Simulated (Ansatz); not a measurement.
# WS2: pressure against volume

One table from this session's results is given with a row withheld; the runs are named, their logs left out.

Program: Ansatz 0.2.0. Level of theory: DFT LDA, scalar-relativistic. These are calculated values, not measurements.

**Starting point**

The structure is trigonal, space group R3m (No. 160). The conventional cell has a = 3.158 Å, b = 3.158 Å, c = 18.490 Å, α = 90.00°, β = 90.00°, γ = 120.00°. Around W (site symmetry 3m) lie 6 S at 2.39 to 2.42 Å. Around S (site symmetry 3m) lie 3 W at 2.39 Å. Around S (site symmetry 3m) lie 3 W at 2.42 Å.

As a file:

```cif
data_structure
_symmetry_space_group_name_H-M 'R3m:H'
_symmetry_Int_Tables_number 160
_cell_length_a 3.1580
_cell_length_b 3.1580
_cell_length_c 18.4900
_cell_angle_alpha 90.000
_cell_angle_beta 90.000
_cell_angle_gamma 120.000
_cell_volume 159.70
loop_
_atom_site_label
_atom_site_type_symbol
_atom_site_symmetry_multiplicity
_atom_site_Wyckoff_symbol
_atom_site_fract_x
_atom_site_fract_y
_atom_site_fract_z
_atom_site_occupancy
W1 W 3 a 0.00000 0.00000 0.00000 1
S1 S 3 a 0.66667 0.33333 0.08363 1
S2 S 3 a 0.33333 0.66667 0.24767 1
```

The file gives the conventional cell by its symmetry; the runs use the cell typed in the input.

Atoms are numbered in the order of the input: W1, S2, S3.

Set-up of the first run:

Input file input.yaml:

```yaml
crystal:
  lattice:
    - [1.5467668421, 0.8930262526, 6.0375124514]
    - [-1.5467668421, 0.8930262526, 6.0375124514]
    - [0.0, -1.7860525053, 6.0375124514]
  atoms:
    - { symbol: W, position: [0.0, 0.0, 0.0] }
    - { symbol: S, position: [0.7503, 0.7503, 0.7503] }
    - { symbol: S, position: [0.581, 0.581, 0.581] }
kpoints:
  mp_grid: { grid: [13, 13, 13] }
  band_path:
    path:
      - [0.0, 0.0, 0.0]
      - [0.5, 0.5, 0.5]
      - [0.8187478403, 0.1812521597, 0.5]
      - [0.5, -0.1812521597, 0.1812521597]
      - [0.5, 0.0, 0.0]
      - [0.0, 0.0, 0.0]
      - [0.3406260799, -0.3406260799, 0.0]
      - [0.6593739201, 0.0, 0.3406260799]
      - [0.5, 0.0, 0.5]
    npoints: 5
scf:
  occupations: { method: fermi_dirac, width: 0.08 }
hamiltonian:
  xc: lda
  pseudopotentials: { kind: all_electron, lapw: { basis_error: 0.0005 } }
output:
  forces: true
  stress: true
  eigenvalues: true
```

Run with:

```bash
$ ansatz run input.yaml --threads 1 --pin off --max-ram 6144MiB --backend cpu --events-out ev --progress --plain --runs-dir out
```

Among the steps run: Volume × 0.94, LAPW; Volume × 0.94, PAW; Volume × 0.94, crystal datasets; Volume × 0.98, LAPW; Volume × 0.98, PAW; Volume × 0.98, crystal datasets; Volume × 1.01, LAPW; Volume × 1.01, PAW; Volume × 1.01, crystal datasets; Volume × 1.04, LAPW; Volume × 1.04, PAW; Volume × 1.04, crystal datasets.

One table of the session follows, with a row left open; its other results are not shown here.

It belongs to the step «The equation of state». 

```
          method  volume (Å³/atom)  gap on the k mesh (eV)  largest force (eV/Å)
            LAPW            16.679                    0.95                 1.237
            LAPW            17.389                    0.98                 0.613
            LAPW            17.921                    1.00                 0.727
            LAPW            18.454                    1.02                 1.179
             PAW            16.679                    0.94                 1.241
             PAW            17.389                    0.98                 0.613
             PAW            17.921                    1.00                 0.729
             PAW            18.454                       ?                     ?
crystal datasets            16.679                    0.95                 1.237
crystal datasets            17.389                    0.98                 0.613
crystal datasets            17.921                    1.00                 0.727
crystal datasets            18.454                    1.02                 1.179
```

Estimate the missing values for PAW, 18.454.

The run gave: gap on the k mesh (eV): 1.01; largest force (eV/Å): 1.182. In the column «gap on the k mesh (eV)» it lies between crystal datasets, 17.921 (1.00) and LAPW, 18.454 (1.02).

Caveats from the session: Warnings in the runs' records: gradients without spin orbit, crystal datasets made.
